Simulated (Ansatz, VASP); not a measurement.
## CdSe: VASP beside Ansatz

```
Cd Se
1.0
     0.00000    3.07027    3.07027
     3.07027    0.00000    3.07027
     3.07027    3.07027    0.00000
Cd Se
1 1
Direct
  0.00000 0.00000 0.00000
  0.25000 0.25000 0.25000
```

Measurements of this composition are mostly on another form, of space group No. 186.

Alike in both runs: task Born charges and dielectric tensor; functional PBEsol; k mesh 8 × 8 × 8; no spin polarisation.

|  | VASP | Ansatz |
| --- | --- | --- |
| version | VASP 6.6.1 | Ansatz 0.2.0 |
| potentials or method | VASP PAW PBE potentials, release 64 (Cd, Se) | Ansatz PAW |
| plane-wave cutoff (eV) | 520 | 420 |
| occupations | fermi-dirac, width 0.05 eV | fixed |
| valence electrons in the cell | 18 | 36 |

|  | VASP | Ansatz | Ansatz less VASP |
| --- | --- | --- | --- |
| gap on the k mesh at the Fermi level (eV) | 0.43 | 0.43 | -0.001 |
| least direct gap on the mesh (eV) | 0.43 | 0.43 | -0.001 |
| mean electronic dielectric constant | 18.45 | 8.45 | -10.001 |
| mean Born charge of the atom that differs most (e) | 2.46 | 2.28 | -0.175 |

One of these differences is far larger than is usual between the two programs; its cause wasn't traced. The two sets of potentials don't hold the same shells in valence.

Caveats: the gap is small at this level, which inflates the dielectric constant. Expect the measured gap to be larger: semilocal functionals such as PBEsol lack the derivative discontinuity.
